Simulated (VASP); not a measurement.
Wanted: the native input for a VASP 6.6.1 run.

| Property | Result |
| --- | --- |
| Task | single point |
| Functional | PBEsol |
| Potentials or basis | VASP PAW PBE potentials, release 64 (Cd, S) |
| Cutoff | 520 eV |
| k mesh | 9 × 9 × 10 |
| Occupations | gaussian, width 0.02 eV |
| Spin | no spin polarisation |
| Dipole correction | no |
| Further INCAR settings | ALGO = Fast; EDIFF = 1e-06; NBANDS = 16; ISYM = 0 |

The structure of CdS lies in POSCAR:

```
CdS
1.0
    4.1565024023      0.0000000000     -0.0000047954
   -2.0782512012      3.5996366713      0.0000047954
    2.0782473644     -1.1998766753      3.3348114559
Cd S
1 1
Direct
    0.0012438629     -0.0012438629     -0.0037306483
    0.7487561371      0.2512438629      0.7537306483
```

The cell isn't the ideal one: band edges of the strained film's bulk.

The input as run:

INCAR

```
SYSTEM = CdS
  PREC = Accurate
  ENCUT = 520
  EDIFF = 1E-6
  ISMEAR = 0
  SIGMA = 0.02
  LREAL = .False.
  LASPH = .True.
  NELM = 100
  ALGO = Fast
  ISIF = 2
  LWAVE = .False.
  LCHARG = .False.
  GGA = PS
  NBANDS = 16
  ISYM = 0
```

KPOINTS

```
regular mesh
0
Gamma
  9 9 10
  0 0 0
```

Potentials or basis: VASP PAW PBE potentials, release 64 (Cd, S).

Run with:

```console
$ cat potpaw_PBE.64/Cd/POTCAR potpaw_PBE.64/S/POTCAR > POTCAR
$ mpirun -np 1 vasp_std > vasp.out
```

Results of the run:

```
Pressure               : -0.2 GPa
Largest force          : 0.006 eV/Å
Band gap on the k mesh : 0.95 eV, direct
```

Caveat: the PAW data sets were made with another functional, which shifts forces and pressure a little.

Run time: 110 s on 1 thread of AMD EPYC 9R45 96-Core Processor (Zen 5), on a shared host, peak memory 0.4 GiB.
